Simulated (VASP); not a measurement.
The system is MnF2.

```
Mn F
1.0
     4.87380    0.00000    0.00000
     0.00000    4.87380    0.00000
     0.00000    0.00000    3.31070
Mn F
2 4
Direct
  0.50000 0.50000 0.50000
  0.00000 0.00000 0.00000
  0.80530 0.19470 0.50000
  0.69470 0.69470 0.00000
  0.19470 0.80530 0.50000
  0.30530 0.30530 0.00000
```

Base run:

```yaml
Program: VASP 6.6.1
Functional: PBE
Potentials_or_basis: VASP PAW PBE potentials, release 64 (Mn_pv, F)
Cutoff: 520 eV
k_mesh: 6 × 6 × 8
Occupations: fermi-dirac, width 0.05 eV
Spin: collinear spin, ferromagnetic start
Starting_moments: "[4.0, 4.0, 0.0, 0.0, 0.0, 0.0] μB"
```

Its results: band gap on the k mesh 1.12 eV, direct; pressure 3.7 GPa; net moment 10.00 μB per cell; site moments Mn +4.59; F +0.09 μB; largest force 0.044 eV/Å.

Question: The run is repeated on the same cell with these changes: functional from PBE to PW91. What comes out?

Answer: Band gap on the k mesh 1.14 eV, direct; pressure 3.3 GPa; net moment 10.00 μB per cell; site moments Mn +4.58; F +0.09 μB; largest force 0.039 eV/Å.

Caveats: only a ferromagnetic start was run, and an antiferromagnetic order may lie lower in energy; the PAW data sets were made with another functional, which shifts forces and pressure a little (some runs).

Not every run made on this cell is shown here.
